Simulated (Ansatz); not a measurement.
## In, fcc: geometry optimisation

These are results of DFT, r2SCAN, plane waves (500 eV) with PAW, scalar-relativistic in Ansatz 0.2.0, not measurements. (PAW data from PBE, frozen cores regenerated.)

k-point mesh 12×12×12, Fermi-Dirac smearing 0.1 eV, no spin polarisation. Cell and atoms relax.

Starting structure:

```yaml
crystal:
  lattice:
    - [0.0, 2.3556547913, 2.3556547913]
    - [2.3556547913, 0.0, 2.3556547913]
    - [2.3556547913, 2.3556547913, 0.0]
  atoms:
    - { symbol: In, position: [0.0, 0.0, 0.0] }
hamiltonian:
  xc: r2scan
  pseudopotentials:
    kind: paw
    azcp:
      In: "pseudopotentials/In.paw.azcp"
basis:
  ecutwfc: 500
  fft_grid_basis: typed
kpoints:
  mp_grid: { grid: [12, 12, 12], shift: [0, 0, 0] }
magnetization:
  spin_polarized: false
scf:
  occupations: { method: fermi_dirac, width: 0.1 }
relax:
  max_steps: 60
  f_tol: 0.01
  cell: {}
output:
  write_density: true
  write_potential: true
  elf: true
  volumetric_format: npy
```

Task: The pressure at the start is 0.1 GPa. By how much does the volume change?

Result: From 26.14 to 26.21 Å³ per atom, 0.3 %. The final cell has a = 4.715 Å.

Task: How much energy does the relaxation gain?

Result: 0.0 meV per atom.
